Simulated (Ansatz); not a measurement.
# PtSe2 (Sudovikovite) (P-3m1) in Ansatz: band structure with HSE06

Aim: the band structure of PtSe2 (Sudovikovite) with HSE06.

All numbers are computed with Ansatz 0.2.0; they aren't measurements. Logs are shortened: lines on timing, memory, paths and dates and some standing lists are left out, and cuts for length are marked.

## (1) The crystal as given

Symmetry: P-3m1, No. 164, trigonal system. Conventional cell: a = 3.724 Å, b = 3.724 Å, c = 5.062 Å, α = 90.00°, β = 90.00°, γ = 120.00°. Pt (site symmetry -3m) is surrounded by 6 Se at 2.49 Å. Se (site symmetry 3m) has 3 Pt at 2.49 Å as nearest neighbours.

## (2) Band structure, HSE06

Input file input:

```
crystal:
  lattice:
    - [3.724, 0.0, 0.0]
    - [-1.862, 3.2250786037, 0.0]
    - [0.0, 0.0, 5.062]
  atoms:
    - { symbol: Pt, position: [0.0, 0.0, 0.0] }
    - { symbol: Se, position: [0.6666666667, 0.3333333333, 0.75] }
    - { symbol: Se, position: [0.3333333333, 0.6666666667, 0.25] }
hamiltonian:
  xc: hse06
  pseudopotentials: { kind: paw }
kpoints:
  mp_grid: { grid: [6, 6, 4] }
  band_path:
    path:
      - [[0.0, 0.0, 0.0], [0.5, 0.0, 0.0], [0.3333333333, 0.3333333333, 0.0], [0.0, 0.0, 0.0], [0.0, 0.0, 0.5], [0.5, 0.0, 0.5], [0.3333333333, 0.3333333333, 0.5], [0.0, 0.0, 0.5]]
      - [[0.5, 0.0, 0.5], [0.5, 0.0, 0.0]]
      - [[0.3333333333, 0.3333333333, 0.0], [0.3333333333, 0.3333333333, 0.5]]
    npoints: 4
scf:
  occupations: { method: fermi_dirac, width: 0.05 }
  n_extra_bands: 7
output:
  forces: true
  stress: true
  eigenvalues: true
  fatbands: false
```

Potentials or basis: Ansatz PAW.

Standard output:

```text
Warning: output.stress: scf.convergence.dr2_threshold = 1e-7 eV (the SCF's general default) is looser than the 3e-10 eV advised for a printed stress (1e-10 eV for each atom of the cell: 3). What an SCF threshold leaves in a stress goes as its square root, and in the free energy as the threshold itself, and one threshold admits the most on a small cell: of the crystals measured, under no hybrid functional and no lock of the moments, on runs that ended without the residual-converged pass, on stresses that held no estimate of that error, the worst erred by over 100 MPa in a component at 1e-7 eV an atom and by under 5 at 1e-10. Set scf.convergence.dr2_threshold to 3e-10 eV or tighter. The threshold is an SCF's pass mark: one that does not reach it within its budget of iterations ends unconverged, or closes short of it on a stop that the run arms, and scf.convergence.dr2_threshold's page says what that costs each kind of run
Warning: output.stress: scf.exx.energy_threshold = 1e-6 eV is looser than the 3e-8 eV advised for a stress under a hybrid functional (1e-8 eV for each atom of the cell: 3). Every SCF of the exchange loop can meet its threshold on dr2 while the loop round them stops early: no threshold on dr2 bounds what that leaves in the stress. Set scf.exx.energy_threshold to 3e-8 eV or tighter. The threshold is the loop's pass mark: a loop that does not reach it within its budget of cycles ends unconverged, and scf.exx.energy_threshold's page has the law
scf.n_extra_bands = 7 over 25 filled bands (N_el = 50.0): the run solves 32 bands
GPUs: using 1 of 1 available (devices: 1).
Engine: ansatz 0.2.0, x86_64-unknown-linux-gnu
Pseudopotentials: kind: paw
Pseudopotential: Pt, paw, valence charge 18, recommended cutoff 420 eV (normal), Pt.paw.azcp
Pseudopotential: Se, paw, valence charge 16, recommended cutoff 420 eV (normal), Se.paw.azcp
Functional definition: HSE06
  parameter a = 0.25
  parameter omega = 0.11/bohr
  exchange = pbe_x - a*pbe_x_sr(omega) + a*exact_x_sr(omega)
  correlation = pbe_c
device memory: the entry about to start is reckoned to put 0.8 GiB on a device that reports 48.8 GiB free (of which the cap on the GPU budget leaves the run 18.0 GiB)
GPU FFT provider: cuFFT
GPU libraries: cuBLAS 13.8.2, cuFFT 12.4.0, cuSOLVER 12.3.4
Crystal: 3 atoms, lattice volume = 60.796 Å³
Basis set: ecut = 420 eV, 1205 PW (Γ), exchange–correlation on 50×50×72 points (8 copies of the dense FFT grid, shifted against one another)
Bands: 32, of which v1, the nominal top of the filled ones, is band 25 counted from 1 (24 counted from 0)
Symmetry: 12 space group operations
Space group: P-3m1 (ITA 164), of the structure as read, at distance tolerance 3.9e-5 Å
k-points: 24 of 144
Non-local potential: Pt, projectors of the file, l = 0: 3, l = 1: 2, l = 2: 2, l = 3: 1
Non-local potential: Se, projectors of the file, l = 0: 2, l = 1: 2, l = 2: 3, l = 3: 1
PAW form: soft (Blöchl's): semilocal exchange-correlation on the pseudo side does not see the compensation charge
PAW frozen core: Pt, regenerated for the run's functional, and the local potential with it (the file was generated under x = pbe(κ = 0.804, μ = 0.2195149727645171), c = pbe(β = 0.06672455060314922))
PAW frozen core: Se, regenerated for the run's functional, and the local potential with it (the file was generated under x = pbe(κ = 0.804, μ = 0.2195149727645171), c = pbe(β = 0.06672455060314922))
PAW one-centre angular grid: Pt, 590 points (default); XC on 64 Gauss nodes
PAW one-centre angular grid: Se, 590 points (default); XC on 64 Gauss nodes
Initial density: superposition of atomic densities (neutral atoms: chi_scale 0, normalization atom), corrected by the library's trained network
Initial wavefunctions: pseudopotential atomic-orbital guess
GPU buffer pool allocated for 22500 grid points (all kernels)
GPU transforms: local potential and band sums: pruned to the plane-wave sphere, on 25×25×36
Functional: x = pbe(κ = 0.804, μ = 0.2195149727645171), c = pbe(β = 0.06672455060314922), warm-up for x = pbe(κ = 0.804, μ = 0.2195149727645171) + 0.25 (exact − pbe) at short range (hse, ω = 0.20786987370883472 Å⁻¹), c = pbe(β = 0.06672455060314922); HSE06 as pw.x's `hse` composes it (authors' and Libxc's form: `xc: wpbeh`)
SCF iter   1: F=—  HF=-23462.262639 eV  |F-HF|=—  |Δ(HF+E_count)|=         —  Δρ=5.48e-3  dr2=2.00e-2  ethr=1.77e-3  ⟨swp⟩=7.7  Hψ=3156  notcnv=0
preconditioner: auto → Kerker (q_TF=auto, 2.641 Å⁻¹)  [metal: Δε(μ)=0.101 eV  Ē_g=11.541 eV  σ=0.050 eV  W_gap=0.46  n_scr=22 (ndim 8)  ℏωp=22.3 eV  f_vac=0.035  D(μ)=0.83/eV (n_scr^D=2)]
iter 2 solved again at ethr=9.60e-7 eV; its pass at ethr=3.99e-5 eV (dr2=4.80e-4 eV) is discarded
SCF iter   2: F=—  HF=-23462.259482 eV  |F-HF|=—  |Δ(HF+E_count)|=   3.16e-3  Δρ=1.06e-3  dr2=4.79e-4  ethr=9.60e-7  ⟨swp⟩=3.5  Hψ=3309  notcnv=0  defer=3
SCF iter   3: F=—  HF=-23462.259706 eV  |F-HF|=—  |Δ(HF+E_count)|=   2.24e-4  Δρ=5.41e-4  dr2=2.29e-4  ethr=9.58e-7  ⟨swp⟩=3.1  Hψ=1686  notcnv=0  defer=1
SCF iter   4: F=—  HF=-23462.259809 eV  |F-HF|=—  |Δ(HF+E_count)|=   1.04e-4  Δρ=2.33e-4  dr2=8.12e-5  ethr=4.59e-7  ⟨swp⟩=3.0  Hψ=1469  notcnv=0
SCF iter   5: F=—  HF=-23462.259803 eV  |F-HF|=—  |Δ(HF+E_count)|=   6.02e-6  Δρ=8.52e-5  dr2=1.22e-5  ethr=1.62e-7  ⟨swp⟩=3.0  Hψ=1504  notcnv=0
SCF iter   6: F=—  HF=-23462.259803 eV  |F-HF|=—  |Δ(HF+E_count)|=   5.54e-7  Δρ=2.97e-5  dr2=9.85e-7  ethr=2.44e-8  ⟨swp⟩=3.4  Hψ=1720  notcnv=0
SCF iter   7: F=—  HF=-23462.259803 eV  |F-HF|=—  |Δ(HF+E_count)|=   4.14e-7  Δρ=8.84e-6  dr2=7.34e-8  ethr=1.97e-9  ⟨swp⟩=4.0  Hψ=1949  notcnv=0
SCF iter   8: F=—  HF=-23462.259803 eV  |F-HF|=—  |Δ(HF+E_count)|=   7.34e-8  Δρ=3.35e-6  dr2=8.15e-9  ethr=1.47e-10  ⟨swp⟩=3.0  Hψ=1819  notcnv=0
SCF iter   9: F=-23462.259803 eV  HF=-23462.259803 eV  |F-HF|=4.47e-10  |Δ(HF+E_count)|=   1.21e-8  Δρ=8.43e-7  dr2=6.44e-10  ethr=1.63e-11  ⟨swp⟩=3.0  Hψ=1598  notcnv=0
SCF 1 converged in 9 iterations: F = -23462.259803 eV  dr2 = 6.44e-10
[... 25 lines left out ...]
GPU libraries: cuBLAS 13.8.2, cuFFT 12.4.0, cuSOLVER 12.3.4
GPU buffer pool allocated for 22500 grid points (all kernels)
GPU transforms: local potential and band sums: pruned to the plane-wave sphere, on 25×25×36
Exchange kernel: α = 0.2500, screened, ω = 0.2079 Å⁻¹, Wigner–Seitz truncation, v(0) = 1046.0568 eV·Å³, q-mesh 6×6×4, nearest image of the exchange supercell L = 20.25 Å, pair-density grid 15×15×24, without the augmentation charges, whose exchange is taken in its separable form by FFT convolution over the k-point mesh (sized by the pseudopotential files, 24×24×36 at the most), smooth part of the exact exchange by density-matrix convolution in up to 3.55 GiB of GPU memory as planned if the GPU has room (build and FFT work areas not counted)
Frozen-core exchange: fock
SCF iter   1: F=—  HF=-23467.523984 eV  |F-HF|=—  |Δ(HF+E_count)|=         —  Δρ=1.20e-4  dr2=3.03e-6  ethr=2.07e-6  ⟨swp⟩=3.9  Hψ=1591  notcnv=0
preconditioner: auto → none  [insulator: Δε(μ)=0.519 eV  Ē_g=13.101 eV  σ=0.050 eV  W_gap=0.90  n_scr=22 (ndim 8)  ℏωp=22.3 eV  f_vac=0.037  D(μ)=0.25/eV (n_scr^D=0)]
SCF iter   2: F=—  HF=-23467.523986 eV  |F-HF|=—  |Δ(HF+E_count)|=   2.46e-6  Δρ=3.36e-5  dr2=4.80e-7  ethr=5.29e-9  ⟨swp⟩=4.0  Hψ=2395  notcnv=0
SCF iter   3: F=—  HF=-23467.523988 eV  |F-HF|=—  |Δ(HF+E_count)|=   1.64e-6  Δρ=1.83e-5  dr2=1.92e-7  ethr=3.29e-10  ⟨swp⟩=4.5  Hψ=2238  notcnv=0
SCF iter   4: F=—  HF=-23467.523988 eV  |F-HF|=—  |Δ(HF+E_count)|=   4.28e-8  Δρ=4.92e-6  dr2=1.89e-8  ethr=3.03e-10  ⟨swp⟩=3.0  Hψ=1532  notcnv=0
SCF iter   5: F=—  HF=-23467.523988 eV  |F-HF|=—  |Δ(HF+E_count)|=   5.77e-8  Δρ=4.52e-6  dr2=1.76e-8  ethr=1.08e-11  ⟨swp⟩=4.7  Hψ=2334  notcnv=0  defer=3
SCF iter   6: F=—  HF=-23467.523988 eV  |F-HF|=—  |Δ(HF+E_count)|=   5.00e-9  Δρ=7.22e-7  dr2=5.74e-10  ethr=1.08e-11  ⟨swp⟩=3.0  Hψ=1871  notcnv=0
SCF iter   7: F=-23467.523988 eV  HF=-23467.523988 eV  |F-HF|=1.75e-10  |Δ(HF+E_count)|=   2.78e-9  Δρ=7.88e-7  dr2=2.67e-10  ethr=1.72e-12 (applied; sched 1.00e-12)  ⟨swp⟩=3.0  Hψ=1954  notcnv=0
SCF 3 converged in 7 iterations: F = -23467.523988 eV  dr2 = 2.67e-10
  Residual-converged pass: ⟨swp⟩=3.0  Hψ=1373  notcnv=0  max |occ|·‖R‖ = 2.6e-7 eV (tolerance 2.7e-7 eV)  dr2=2.67e-10  dr2_onsite=1.86e-11  max |Δocc| = 4.4e-14
hybrid outer 2: dexx = +2.766e-6 eV, tail = 9.62e-8 eV, Δε = 2.52e-3 eV (about 9.70e-5 eV left of the loop's levels), ΔF = 1.19e-2 eV/Å (tail 2.12e-3)
GPU FFT provider: cuFFT
GPU libraries: cuBLAS 13.8.2, cuFFT 12.4.0, cuSOLVER 12.3.4
GPU buffer pool allocated for 22500 grid points (all kernels)
GPU transforms: local potential and band sums: pruned to the plane-wave sphere, on 25×25×36
Exchange kernel: α = 0.2500, screened, ω = 0.2079 Å⁻¹, Wigner–Seitz truncation, v(0) = 1046.0568 eV·Å³, q-mesh 6×6×4, nearest image of the exchange supercell L = 20.25 Å, pair-density grid 15×15×24, without the augmentation charges, whose exchange is taken in its separable form by FFT convolution over the k-point mesh (sized by the pseudopotential files, 24×24×36 at the most), smooth part of the exact exchange by density-matrix convolution in up to 3.55 GiB of GPU memory as planned if the GPU has room (build and FFT work areas not counted)
Frozen-core exchange: fock
SCF iter   1: F=—  HF=-23467.523989 eV  |F-HF|=—  |Δ(HF+E_count)|=         —  Δρ=5.25e-6  dr2=4.58e-9  ethr=9.62e-10  ⟨swp⟩=6.3  Hψ=1731  notcnv=0
SCF iter   2: F=—  HF=-23467.523989 eV  |F-HF|=—  |Δ(HF+E_count)|=  3.13e-10  Δρ=5.81e-7  dr2=3.45e-10  ethr=8.48e-12  ⟨swp⟩=4.0  Hψ=1964  notcnv=0
SCF iter   3: F=-23467.523989 eV  HF=-23467.523989 eV  |F-HF|=7.64e-11  |Δ(HF+E_count)|=   1.58e-9  Δρ=5.96e-7  dr2=1.11e-10  ethr=1.54e-12 (applied; sched 1.00e-12)  ⟨swp⟩=3.1  Hψ=1719  notcnv=0
SCF 4 converged in 3 iterations: F = -23467.523989 eV  dr2 = 1.11e-10
  Residual-converged pass: ⟨swp⟩=3.1  Hψ=1695  notcnv=0  max |occ|·‖R‖ = 2.7e-7 eV (tolerance 2.7e-7 eV)  dr2=1.11e-10  dr2_onsite=1.02e-11  max |Δocc| = 3.5e-14
hybrid outer 3: dexx = +2.486e-9 eV, tail = 2.89e-10 eV, Δε = 1.21e-4 eV (about 1.02e-5 eV left of the loop's levels), ΔF = 5.91e-4 eV/Å (tail 1.35e-4)
device memory: the entry about to start is reckoned to put 0.6 GiB on a device that reports 47.7 GiB free (of which the cap on the GPU budget leaves the run 18.0 GiB)
NSCF: frozen V_eff on 39 k-points, pencils in batches of 32, up to order 144
hybrid SCF converged: 3 outer / 18 inner (+9 warm-up), last move |dexx| = 2.49e-9 eV, tail = 2.89e-10 eV
Stability not checked: this state was not tested for a lower state beside it, because the functional holds exact exchange (a hybrid, or Hartree-Fock), whose exchange loop this test does not read (fock_operator; see scf.lower_state_search)
Free energy (F): -23467.523989 eV
Frozen-core exchange: fock
Harris-Foulkes:  -23467.523989 eV  (|F-HF|=7.64e-11)
Internal energy: -23467.521636 eV  (E = F + TS)
E sigma→0 (E₀):  -23467.522813 eV
Entropy (-TS):   -0.002352 eV (-0.784 meV/atom)
Fermi energy:    13.322822 eV
--- Per-component energies (eV) ---
  E_band       = -1100.974488
  E_kinetic    = 873.793582
  E_local      = -6787.397783  (includes V_loc(G=0)·N_el)
  E_nonlocal   = -990.485973
  E_hartree    = 3148.481580
  E_xc         = -376.432702
  E_vxc        = -397.662041  (∫ρ·V_xc dr)
  E_exx        = -200.395208  (= α·E_x^exact, valence–valence)
  E_paw        = -13172.979026  (= ΣΔE_a)
  E_vpaw       = 304.605785  (= ΣTr[D̂ρ^β])
  E_aug_tail   = -0.000989  (compensation charges beyond the density's cutoff)
  E_ewald      = -5957.935364
  E_core_change = -4.169753  (= ΣΔE_core)
  E_smearing   = -0.002352  (= −TS)
  E_closure    = 0.000000  (closes the sum)
  Σ components = -23467.523989   (vs F -23467.523989, Δ=0.00e0)
--- Forces (eV/Å), atoms counted from 1 ---
  atom   1  Pt    -0.00000000    -0.00000000     0.00000000
  atom   2  Se     0.00000000    -0.00000000    -0.09529367
  atom   3  Se    -0.00000000     0.00000000     0.09529367
  max |Σ_I F_I| component: 1.16e-18 eV/Å
--- Stress (GPa, compression-positive) ---
        2.600679       0.000000      -0.000000
       -0.000000       2.600679       0.000000
       -0.000000       0.000000       3.224517
  P = ⅓ Tr σ = 2.8086 GPa (28.086 kbar)
--- Band table (eV; the first three rows and the last of 24) ---
  k-point 0: bands = ["-91.1296", "-44.0654", "-44.0654", "-43.9620", "-39.5786", "-39.5786", "-39.5755", "-39.5755", "-39.5527", "-39.5527", "-39.5469", "-39.5469", "-39.5384", "-39.5380", "-4.2976", "-1.1188", "4.8261", "5.6641", "5.6641", "8.0082", "8.0082", "9.6779", "11.7785", "11.7785", "13.5283", "14.8908", "14.8908", "17.1677", "18.1025", "21.1133", "21.1133", "25.7776"]
  k-point 1: bands = ["-91.1296", "-44.0655", "-44.0655", "-43.9620", "-39.5785", "-39.5785", "-39.5755", "-39.5755", "-39.5521", "-39.5521", "-39.5475", "-39.5475", "-39.5385", "-39.5379", "-4.0484", "-1.7017", "5.6437", "5.6944", "5.6944", "7.9882", "7.9882", "9.7118", "11.5347", "11.5347", "12.2187", "15.3604", "15.3604", "17.6848", "19.2923", "20.8690", "20.8690", "24.2467"]
  k-point 2: bands = ["-91.1296", "-44.0655", "-44.0655", "-43.9620", "-39.5784", "-39.5784", "-39.5756", "-39.5756", "-39.5513", "-39.5513", "-39.5484", "-39.5484", "-39.5386", "-39.5378", "-3.6511", "-2.3787", "5.7254", "5.7254", "6.5932", "7.9693", "7.9693", "9.8058", "10.9097", "11.3233", "11.3233", "15.8552", "15.8552", "18.4596", "20.2851", "20.5132", "20.5132", "22.8310"]
  k-point 23: bands = ["-91.1296", "-44.0695", "-44.0695", "-43.9598", "-39.5779", "-39.5773", "-39.5773", "-39.5758", "-39.5512", "-39.5495", "-39.5495", "-39.5494", "-39.5377", "-39.5377", "-2.0210", "-2.0210", "5.6446", "5.6446", "5.9922", "7.8711", "7.8711", "8.2746", "8.3619", "9.7339", "9.7339", "15.6153", "15.6153", "20.6433", "21.1355", "21.1355", "21.4390", "24.1045"]
```

It took 81 s on 1 × NVIDIA H100 80GB HBM3 with 2 threads of AMD EPYC 7R13 (Zen 3), shared host; peak memory 2.7 GiB.

Results:

| Item | Value |
| --- | --- |
| Free energy | -23467.5240 eV |
| Pressure | 2.8 GPa |
| Largest force | 0.095 eV/Å |
| Band gap on the k mesh | none (metal or under the smearing width) |

Forces on the atoms (eV/Å):
```
Pt   0.000  0.000  0.000
Se   0.000  0.000 -0.095
Se   0.000  0.000  0.095
```

Stress tensor (GPa, compression positive):
```
2.60 0.00 0.00
0.00 2.60 0.00
0.00 0.00 3.22
```

Levels at the corners of the path, in eV from the Fermi level:
```
point  band 21  band 22  band 23  band 24  band 25  band 26  band 27  band 28  band 29  band 30
    Γ    -5.31    -3.64    -1.54    -1.54     0.21     1.57     1.57     3.84     4.78     7.79
    M    -4.86    -4.70    -4.45    -4.29    -3.82     0.81     2.64     5.21     6.25     7.55
    K    -5.89    -5.14    -3.34    -2.68    -2.68     0.11     0.11     4.52     8.14     9.32
    Γ    -5.31    -3.64    -1.54    -1.54     0.21     1.57     1.57     3.84     4.78     7.79
    A    -5.35    -3.52    -2.41    -2.00    -2.00     2.53     2.53     5.14     6.96     7.19
    L    -4.86    -4.74    -4.37    -3.54    -1.88     1.11     1.80     5.09     5.15     7.64
    H    -5.45    -5.05    -4.96    -3.59    -3.59     2.29     2.29     7.32     7.81     7.81
    A    -5.35    -3.52    -2.41    -2.00    -2.00     2.53     2.53     5.14     6.96     7.19
    L    -4.86    -4.74    -4.37    -3.54    -1.88     1.11     1.80     5.09     5.15     7.64
    M    -4.86    -4.70    -4.45    -4.29    -3.82     0.81     2.64     5.21     6.25     7.55
    K    -5.89    -5.14    -3.34    -2.68    -2.68     0.11     0.11     4.52     8.14     9.32
    H    -5.45    -5.05    -4.96    -3.59    -3.59     2.29     2.29     7.32     7.81     7.81
```

Caveat: spin-orbit coupling is left out, which moves the levels of the heavy elements; the PAW data sets come from PBE, with cores solved anew for the run's functional, which leaves a small shift of forces and pressure; the thresholds are loose for stress.
